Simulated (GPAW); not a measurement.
Runs of GPAW 26.7.0 on PtS2. The structure is trigonal, space group P-3m1 (No. 164). The conventional cell has a = 3.543 Å, b = 3.543 Å, c = 5.039 Å, α = 90.00°, β = 90.00°, γ = 120.00°. Pt (site symmetry -3m) has 6 S at 2.34 Å as nearest neighbours. S (site symmetry 3m) is surrounded by 3 Pt at 2.34 Å. 

```csv
task,level,potentials or basis,cell,k mesh,band path,band points,eigensolver,optimizer,fmax,gap on the mesh (eV),pressure (GPa),relaxed volume (Å³/atom),largest force (eV/Å)
band structure,LDA,"the program's PAW data sets (release 1.2.1) made for this functional, pw",as given,7 × 7 × 4,"GMKGALHA,LM,KH",60,-,-,-,0.70,3.1,-,0.76
band structure,PBEsol,"PAW data sets generated in the run's folder for this functional, pw",as given,7 × 7 × 4,"GMKGALHA,LM,KH",60,-,-,-,(c),(b),-,0.97
relaxation of cell and atoms,BLYP,"PAW data sets generated in the run's folder for this functional, pw",relaxed,9 × 9 × 5,-,-,davidson,BFGS,0.02 eV/Å,1.65,0.0,30.09,-
relaxation of cell and atoms,BLYP+D4,"PAW data sets generated in the run's folder for this functional, pw",relaxed,9 × 9 × 5,-,-,davidson,BFGS,0.02 eV/Å,(a),0.0,17.68,-
```

Alike in all rows: no spin polarisation; cutoff (eV) 600; smearing fermi-dirac 0.05 eV.

**Question.** Fill in the values left out.

**Answer.** (a) none; (b) 6.4; (c) 0.74.

Caveats: spin-orbit coupling is left out, which moves the levels of the heavy elements (some runs); later steps reuse the first step's grids (some runs); the volume moved by over 15 % at a fixed basis, so the end points are rough (some runs); an odd mesh through Γ misses points on the zone boundary, where band edges often lie (some runs); this functional lacks dispersion, which binds the layers, so the pressure and a relaxed spacing across them are unreliable, and here the layers came unbound (some runs); the volume moved by +65 % from the deposited cell, more than functionals usually miss (some runs); pairwise dispersion overbinds metals, which lowers pressure and volume (some runs).

A k mesh can miss the band edges, and the runs leave out spin-orbit coupling on Pt.

Runs at the PBE level aren't shown here.
